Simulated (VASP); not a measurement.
# AlN (Fm-3m) in VASP: a series of runs

The runs below take AlN through dielectric tensor, with PBE.

Everything below comes from runs of VASP 6.6.1. Logs are shortened: lines on timing, memory, paths and dates and some standing lists are left out, and cuts for length are marked.

### Step 1. The structure

Symmetry: Fm-3m, No. 225, cubic system. Conventional cell: a = 4.069 Å, b = 4.069 Å, c = 4.069 Å, α = 90.00°, β = 90.00°, γ = 90.00°. Al (site symmetry m-3m) has 6 N at 2.03 Å as nearest neighbours. N (site symmetry m-3m) has 6 Al at 2.03 Å as nearest neighbours.

Measurements of this composition are mostly on another form, of space group No. 186.

### Step 2. Dielectric tensor, PBE

INCAR

```
ALGO     = Normal         # electronic algorithm
EDIFF    = 1E-8           # SCF threshold, eV
ENCUT    = 400            # plane-wave cutoff, eV
GGA      = PE             # functional
ISIF     = 2              # what is computed and relaxed
ISMEAR   = 0              # smearing method
LASPH    = True           # aspherical terms in the spheres
LCHARG   = False          # write CHGCAR
LEPSILON = True           # dielectric tensor by DFPT
LREAL    = False          # projectors in reciprocal space
LWAVE    = False          # write WAVECAR
NELM     = 100            # most SCF steps
PREC     = Accurate       # precision mode
SIGMA    = 0.01           # smearing width, eV
```

KPOINTS

```
k-points
0
Gamma
  6 6 6
```

POSCAR

```
AlN
1.0
    0.0000000000      2.0345180000      2.0345180000
    2.0345180000      0.0000000000      2.0345180000
    2.0345180000      2.0345180000      0.0000000000
Al N
1 1
Direct
    0.5000000000      0.5000000000      0.5000000000
    0.0000000000      0.0000000000      0.0000000000
```

Potentials or basis: VASP PAW PBE potentials, release 64 (Al, N).

On the command line:

```
> cat potpaw_PBE.64/Al/POTCAR potpaw_PBE.64/N/POTCAR > POTCAR
> mpirun -np 1 vasp_std > vasp.out
```

OUTCAR:

```text
EDIFF = 1E-8
   ENCUT = 400
   GGA = PE
   ISIF = 2
   ISMEAR = 0
   LASPH = True
   LEPSILON = True
   LREAL = False
   NELM = 100
   PREC = Accurate

 Found     16 irreducible k-points:

 Following reciprocal coordinates:
            Coordinates               Weight
  0.000000  0.000000  0.000000      1.000000
  0.166667  0.000000  0.000000      8.000000
  0.333333  0.000000  0.000000      8.000000
  0.500000  0.000000  0.000000      4.000000
  0.166667  0.166667  0.000000      6.000000
  0.333333  0.166667  0.000000     24.000000
   k-points           NKPTS =     16   k-points in BZ     NKDIM =     16   number of bands    NBANDS=      8
   number of dos      NEDOS =    301   number of ions     NIONS =      2
   total plane-waves  NPLWV =   8000
   dimension x,y,z NGX =    20 NGY =   20 NGZ =   20
   dimension x,y,z NGXF=    40 NGYF=   40 NGZF=   40
   ions per type =               1   1
   NGX,Y,Z   is equivalent  to a cutoff of  11.56, 11.56, 11.56 a.u.
   NGXF,Y,Z  is equivalent  to a cutoff of  23.11, 23.11, 23.11 a.u.
 SYSTEM =  unknown system
   PREC   = accura    normal or accurate (medium, high low for compatibility)
   ISTART =      0    job   : 0-new  1-cont  2-samecut
   ICHARG =      2    charge: 1-file 2-atom 10-const
   ISPIN  =      1    spin polarized calculation?
   LNONCOLLINEAR =      F non collinear calculations
   LSORBIT =      F    spin-orbit coupling
   LASPH  =      T    aspherical Exc in radial PAW
   ENCUT  =  400.0 eV  29.40 Ry    5.42 a.u.   4.69  4.69  4.69*2*pi/ulx,y,z
   NELM   =    100;   NELMIN=  2; NELMDL= -5     # of ELM steps
   EDIFF  = 0.1E-07   stopping-criterion for ELM
   LREAL  =      F    real-space projection
   EDIFFG = 0.1E-06   stopping-criterion for IOM
   NSW    =      0    number of steps for IOM
   IBRION =     -1    ionic relax: 0-MD 1-quasi-New 2-CG
   NFREE  =      0    steps in history (QN), initial steepest desc. (CG)
   ISIF   =      2    stress and relaxation
   ISYM   =      2    0-nonsym 1-usesym 2-fastsym
   POTIM  = 0.5000    time-step for ionic-motion
   TEBEG  =    0.0;   TEEND  =   0.0 temperature during run
   PSTRESS=    0.0 pullay stress
   NELECT =       8.0000    total number of electrons
   NUPDOWN=      -1.0000    fix difference up-down
   EMIN   =  10.00;   EMAX   =-10.00  energy-range for DOS
   EFERMI =   0.00;   METHOD = LEGACY
   ISMEAR =     0;   SIGMA  =   0.01  broadening in eV -4-tet -1-fermi 0-gaus
   EFERMI_NEDOS =   21; number of points for ismear=-14 and -15
   IALGO  =     38    algorithm
   IMIX   =      4    mixing-type and parameters
     AMIX     =   0.40;   BMIX     =  1.00
     AMIX_MAG =   1.60;   BMIX_MAG =  1.00
  volume/ion in A,a.u.               =       8.42        56.83
  Fermi-wavevector in a.u.,A,eV,Ry     =   1.277321  2.413786 22.198561  1.631548
  Thomas-Fermi vector in A             =   2.409927
   LORBIT       =      0    0 simple, 1 ext, 2 COOP (PROOUT), +10 PAW based schemes
   GGA     = PE    functional components
   LHFCALC =     F    Hartree Fock is set to
   AEXX    =    0.0000 exact exchange contribution
   IVDW    =     0    specifies the selected vdW correction
   LEPSILON=     T    determine dielectric tensor
   LRPA    =     F    only Hartree local field effects (RPA)
 non-spin polarized calculation
 Gauss-broadening in eV      SIGMA  =   0.01
  energy-cutoff  :      400.00
  volume of cell :       16.84
 maximum number of plane-waves:       331
   NGX =  9   NGY =  9   NGZ =  9

--------------------------------------- Ionic step        1  -------------------------------------------

 number of electron       8.0000001 magnetization

 E-fermi :   9.8002     XC(G=0): -12.1963

 val. band max:        9.7167778234   @ k =   0.0000   0.0000   0.0000
 cond. band min:      14.1435418008   @ k =   0.5000   0.5000   0.0000
 fundamental gap:      4.4267639774
 Fermi energy:         9.8001509685

 k-point     1 :       0.0000    0.0000    0.0000
  band No.  band energies     occupation
      1      -7.6649      2.00000
      2       9.7168      2.00000
      3       9.7168      2.00000
      4       9.7168      2.00000
      5      15.1226      0.00000
      6      21.8259      0.00000
      7      21.8259      0.00000
      8      21.8259      0.00000

 k-point     2 :       0.1667    0.0000    0.0000
  band No.  band energies     occupation
      1      -7.1124      2.00000
      2       7.3411      2.00000
      3       9.4246      2.00000
      4       9.4246      2.00000
      5      16.3312      0.00000
      6      20.3911      0.00000
      7      22.3269      0.00000
      8      22.3269      0.00000

 k-point     3 :       0.3333    0.0000    0.0000
  band No.  band energies     occupation
      1      -5.6441      2.00000
      2       3.5809      2.00000
      3       8.9084      2.00000
      4       8.9084      2.00000
      5      16.1096      0.00000
      6      21.2163      0.00000
      7      21.2163      0.00000
      8      21.6681      0.00000

 k-point     4 :       0.5000    0.0000    0.0000
  band No.  band energies     occupation
      1      -4.4806      2.00000
      2       1.5381      2.00000
      3       8.6824      2.00000
      4       8.6824      2.00000
      5      15.7339      0.00000
      6      20.5659      0.00000
      7      20.5659      0.00000
      8      22.7895      0.00000

 k-point     5 :       0.1667    0.1667    0.0000
  band No.  band energies     occupation
      1      -6.9318      2.00000
      2       7.5761      2.00000
      3       8.8471      2.00000
      4       8.8471      2.00000
      5      17.0450      0.00000
      6      18.8148      0.00000
      7      21.8335      0.00000
      8      23.2714      0.00000

 k-point     6 :       0.3333    0.1667    0.0000
  band No.  band energies     occupation
      1      -5.7673      2.00000
      2       4.8410      2.00000
      3       8.0131      2.00000
      4       8.2567      2.00000
      5      17.1865      0.00000
      6      19.0579      0.00000
      7      20.0960      0.00000
      8      23.2099      0.00000

 [... further k-points ...]

  FORCE on cell =-STRESS in cart. coord.  units (eV):
  Direction    XX          YY          ZZ          XY          YZ          ZX
  --------------------------------------------------------------------------------------
  -------------------------------------------------------------------------------------
  Total       -0.4292315     -0.4292315     -0.4292315     -0.0000000     -0.0000000     -0.0000000
  in kB      -40.8307675    -40.8307675    -40.8307675     -0.0000000     -0.0000000     -0.0000000
  external PRESSURE =     -40.8307675 kB  Pullay stress =       0.0000000 kB

 VOLUME and BASIS-vectors are now :
 -----------------------------------------------------------------------------
  energy-cutoff  :      400.00
  volume of cell :       16.84
      direct lattice vectors                 reciprocal lattice vectors
     0.000000000  2.034518000  2.034518000    -0.245758455  0.245758455  0.245758455
     2.034518000  0.000000000  2.034518000     0.245758455 -0.245758455  0.245758455
     2.034518000  2.034518000  0.000000000     0.245758455  0.245758455 -0.245758455

 POSITION                                       TOTAL-FORCE (eV/Angst)
 -----------------------------------------------------------------------------------
      2.03452      2.03452      2.03452         0.000000      0.000000      0.000000
      0.00000      0.00000      0.00000         0.000000      0.000000      0.000000
 -----------------------------------------------------------------------------------
    total drift:                                0.000000     -0.000000     -0.000000

  FREE ENERGIE OF THE ION-ELECTRON SYSTEM (eV)
  ---------------------------------------------------
  free  energy   TOTEN  =       -14.5465344000 eV

  energy  without entropy=      -14.5465344000  energy(sigma->0) =      -14.54653440

 HEAD OF MICROSCOPIC STATIC DIELECTRIC TENSOR (INDEPENDENT PARTICLE, excluding Hartree and local field effects)
 ------------------------------------------------------
           5.543180    -0.000000     0.000000
          -0.000000     5.543180    -0.000000
           0.000000    -0.000000     5.543180
 ------------------------------------------------------

 Free energy of the ion-electron system (eV)
  ---------------------------------------------------
  ---------------------------------------------------
  free energy    TOTEN  =        -0.22255348 eV

  energy without entropy =       -0.22255348

------------------------ aborting loop because EDIFF is reached ----------------------------------------

--------------------------------------- Ionic step        2  -------------------------------------------

------------------------ aborting loop because EDIFF is reached ----------------------------------------

--------------------------------------- Ionic step        3  -------------------------------------------

 Free energy of the ion-electron system (eV)
  ---------------------------------------------------
  ---------------------------------------------------
  free energy    TOTEN  =        -0.22255348 eV

  energy without entropy =       -0.22255348

------------------------ aborting loop because EDIFF is reached ----------------------------------------

 PIEZOELECTRIC TENSOR FIELD DIRECTION 3  (e Angst)
 -----------------------------------------------------------------------------
     0.00042  0.00000  0.00000           ( -0.00001  0.00000  0.00000)
     0.00000  0.00042 -0.00000           (  0.00000 -0.00001  0.00000)
     0.00000  0.00000 -0.00111           (  0.00000  0.00000 -0.00001)

 PIEZOELECTRIC TENSOR FIELD DIRECTION 3  (C/m^2)
 -----------------------------------------------------------------------------
     0.00040  0.00000  0.00000
     0.00000  0.00040 -0.00000
     0.00000  0.00000 -0.00105

 MACROSCOPIC STATIC DIELECTRIC TENSOR (including local field effects in DFT)
 ------------------------------------------------------
           5.398266    -0.000000    -0.000000
          -0.000000     5.398266     0.000000
          -0.000000    -0.000000     5.398266
 ------------------------------------------------------

 PIEZOELECTRIC TENSOR (including local field effects)  for field in x, y, z        (e  Angst)
          XX          YY          ZZ          XY          YZ          ZX
  --------------------------------------------------------------------------------
  x     0.00000     0.00000     0.00000     0.00000     0.00000     0.00000
  y     0.00000     0.00000     0.00000     0.00000     0.00000     0.00000
  z     0.00000     0.00000     0.00000     0.00000     0.00000     0.00000

 PIEZOELECTRIC TENSOR (including local field effects)  for field in x, y, z        (C/m^2)
          XX          YY          ZZ          XY          YZ          ZX
  --------------------------------------------------------------------------------
  x     0.00000     0.00000     0.00000     0.00000     0.00000     0.00000
  y     0.00000     0.00000     0.00000     0.00000     0.00000     0.00000
  z     0.00000     0.00000     0.00000     0.00000     0.00000     0.00000

 BORN EFFECTIVE CHARGES (including local field effects) (in |e|, cummulative output)
 ---------------------------------------------------------------------------------
 ion    1
    1     3.01106    -0.00000    -0.00000
    2     0.00000     3.01106    -0.00000
    3    -0.00000     0.00000     3.01106
 ion    2
    1    -3.01106     0.00000     0.00000
    2    -0.00000    -3.01106     0.00000
    3     0.00000    -0.00000    -3.01106
```

It took 22 s on 1 thread of Intel Xeon Platinum 8375C at 2.90GHz (Ice Lake), shared host; peak memory 0.13 GiB.

The run converged, but some of its settings lie outside the range that counts as converged, so its numbers aren't taken as properties of the crystal.

Results:

```
Band gap on the k mesh                  : 4.43 eV, indirect (least direct gap 5.41 eV)
Electronic dielectric tensor (diagonal) : 5.40
Born charges (mean of the diagonal)     : Al +3.01; N -3.01 e
```

Caveat: the k mesh is coarse (spacing up to 0.45 Å⁻¹), so the values aren't converged; the cutoff is under 1.25 times the usual one of these potentials, so pressure, stress and relaxed cells hold a basis-set (Pulay) error.

[end of part 1 of 2]
